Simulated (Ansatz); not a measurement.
Space group P4_2/mnm (No. 136). a = 4.722 Å, b = 4.722 Å, c = 3.190 Å, α = 90.00°, β = 90.00°, γ = 90.00°
```tsv
atom	site	symmetry	x	y	z
Sn	2a	m.mm	0.0000	0.0000	0.0000
O	4g	m.2m	0.8061	0.8061	0.5000
```

Equation of state of this SnO$_{2}$ structure (not necessarily the ground state), with shape and atoms relaxed at each volume where symmetry leaves them free. Level of theory: DFT LDA, scalar-relativistic, plane waves, PAW in Ansatz 0.2.0.

Cutoff 420 eV; k points 6×6×6 on the computed 12-atom cell (Γ-centred); Gaussian smearing, width 0.02 eV; no spin polarisation.

| V (Å³/atom) | E − E(largest V) (meV/atom) | P (GPa) | gap on mesh (eV) |
| --- | --- | --- | --- |
| 10.435 | 79.01 | 35.38 | 2.71 |
| 10.791 | 12.64 | 24.38 | 2.27 |
| 11.147 | -30.43 | 14.77 | 1.87 |
| 11.502 | -54.04 | 6.72 | 1.50 |
| 11.858 | -61.25 | -0.01 | 1.16 |
| 12.214 | -54.90 | -5.60 | 0.85 |
| 12.570 | -37.31 | -10.15 | 0.59 |
| 13.044 | 0.00 | -14.81 | 0.29 |

**Question.** Fit a third-order Birch–Murnaghan equation to E(V).

**Answer.** V0 = 11.86 Å³/atom, B0 = 202 GPa, B0' = 5.2.

The gaps are read on the mesh, which can miss the band edges, so they can be too wide.